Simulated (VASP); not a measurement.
Input of a VASP 6.6.1 run:

INCAR

```
SYSTEM = H18C10O11
PREC     = Accurate       ! precision mode
ENCUT    = 520            ! plane-wave cutoff, eV
EDIFF    = 1E-7           ! SCF threshold, eV
ISMEAR   = -1             ! smearing method
SIGMA    = 0.02           ! smearing width, eV
LREAL    = Auto         
LASPH    = .True.         ! aspherical terms in the spheres
NELM     = 100            ! most SCF steps
ALGO     = Normal         ! electronic algorithm
ISIF     = 2              ! what is computed and relaxed
LWAVE    = .False.        ! write WAVECAR
LCHARG   = .False.        ! write CHGCAR
GGA      = CA             ! functional
NBANDS   = 87             ! bands
```

Contents of KPOINTS:

```
Automatic mesh
0
Gamma
  1 1 1
  0 0 0
```

POSCAR

```
H18C10O11
1.0
    8.9690290000      0.0000000000      0.0000000000
    0.0000000000      8.9690290000      0.0000000000
    0.0000000000      0.0000000000      8.9690290000
C O H
10 11 18
Direct
    0.8779456000      0.1319085000      0.7243548000
    0.7840414000      0.0741023000      0.5968509000
    0.2115569000      0.1881160000      0.2472689000
    0.0506525000      0.2362395000      0.2617847000
    0.5735938000      0.4743303000      0.9793829000
    0.4448583000      0.5076179000      0.8757687000
    0.4466726000      0.9711510000      0.1346403000
    0.8000020000      0.6617339000      0.9407557000
    0.5759574000      0.3252168000      0.3813791000
    0.5025452000      0.9262013000      0.7973885000
    0.8106090000     -0.0823973000      0.5863549000
   -0.0377403000      0.1039895000      0.2639668000
    0.3154327000      0.5261879000      0.9663904000
    0.5498443000      0.9829372000      0.2151785000
    0.3435010000      0.9593648000      0.0541022000
    0.7463607000      0.7192486000      1.0460380000
    0.8536433000      0.6042192000      0.8354733000
    0.5031114000      0.2835539000      0.4825095000
    0.6488034000      0.3668797000      0.2802487000
    0.6131788000      0.9382811000      0.8672741000
    0.3919117000      0.9141214000      0.7275030000
    0.7506549000     -0.1205209000      0.5046209000
    0.6655131000      0.0971090000      0.6179165000
    0.8148081000      0.1308537000      0.4926649000
    0.8624428000      0.2520202000      0.7382362000
    0.8465621000      0.0760786000      0.8278686000
    0.9956800000      0.1097833000      0.7027656000
   -0.1414139000      0.1338794000      0.2732788000
    0.0350980000      0.3010411000      0.3646479000
    0.0194742000      0.3082328000      0.1676204000
    0.2854412000      0.2850467000      0.2449481000
    0.2425521000      0.1174052000      0.3413768000
    0.2269469000      0.1245883000      0.1445829000
    0.2320729000      0.5476378000      0.9006683000
    0.4679435000      0.6090934000      0.8110244000
    0.4298188000      0.4155909000      0.7962269000
    0.6767402000      0.4588325000      0.9162918000
    0.5889253000      0.5662762000      1.0576638000
    0.5508458000      0.3730033000      1.0428839000
```

Potentials or basis: VASP PAW LDA potentials, release 64 (C, O, H).

Launch:

```console
$ cat potpaw_LDA.64/C/POTCAR potpaw_LDA.64/O/POTCAR potpaw_LDA.64/H/POTCAR > POTCAR
$ mpirun -np 1 vasp_gam > vasp.out
```

(1) Estimate the band gap on the k mesh.

(2) Estimate the largest force.

(3) Estimate the pressure.

Answers

(1) 3.99 eV, direct.

(2) 1.354 eV/Å.

(3) -0.4 GPa.

Caveat: the standard files for N, O and F lose accuracy on very short bonds.
